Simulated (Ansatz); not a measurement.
# Random displacements in SnO

The calculation used Ansatz 0.2.0, DFT r2SCAN, scalar-relativistic, plane waves, PAW. Cutoff 300 eV, Γ-centred 4×4×4 k-points, Gaussian smearing of 0.05 eV. The mesh is coarse. The cutoff lies under the one recommended for these potentials. No spin polarisation. Energies are free energies at this smearing, counted from the undisturbed cell; pressure is positive in compression.

The undisturbed cell (as given, not relaxed at this level; this form isn't the usual structure):

```yaml
crystal:
  lattice:
    - [3.35500, 0.00000, 0.00000]
    - [0.00000, 5.67410, 0.00000]
    - [0.00000, 0.00000, 4.22197]
  atoms:
    - { symbol: Sn, position: [0.00000, 0.23191, 0.51314] }
    - { symbol: Sn, position: [0.50000, 0.76809, 0.01314] }
    - { symbol: O, position: [0.00000, 0.89125, 0.73686] }
    - { symbol: O, position: [0.50000, 0.10875, 0.23686] }
```

The cell holds layers and no dispersion correction was added, so their binding is poorly described.

The atoms are displaced (Å, in the unstrained cell):

| atom | ux | uy | uz |
| --- | --- | --- | --- |
| Sn1 | -0.153 | -0.091 | 0.058 |
| Sn2 | -0.061 | 0.061 | 0.047 |
| O3 | 0.137 | -0.020 | -0.012 |
| O4 | 0.077 | 0.051 | -0.092 |

Strain (Voigt, engineering shear): (-0.0077, 0.0173, -0.0002, 0.0006, -0.0178, 0.0185).

(1) What are the energy change, the stress and the forces?

Answers

(1) ΔE = 75.9 meV/atom; stress (xx, yy, zz, yz, xz, xy; compression positive) (1.56, 1.43, 0.78, -0.38, 5.04, -0.21) GPa; gap on the mesh 2.18 eV.
| atom | Fx (eV/Å) | Fy | Fz |
| --- | --- | --- | --- |
| Sn1 | 1.07 | 0.64 | 0.07 |
| Sn2 | 1.31 | -0.31 | 0.51 |
| O3 | -1.42 | 0.25 | -0.60 |
| O4 | -0.95 | -0.58 | 0.01 |

Cost: 1 run of about 0.084 core-minutes, on Intel Xeon Platinum 8488C (Sapphire Rapids) (shared hosts).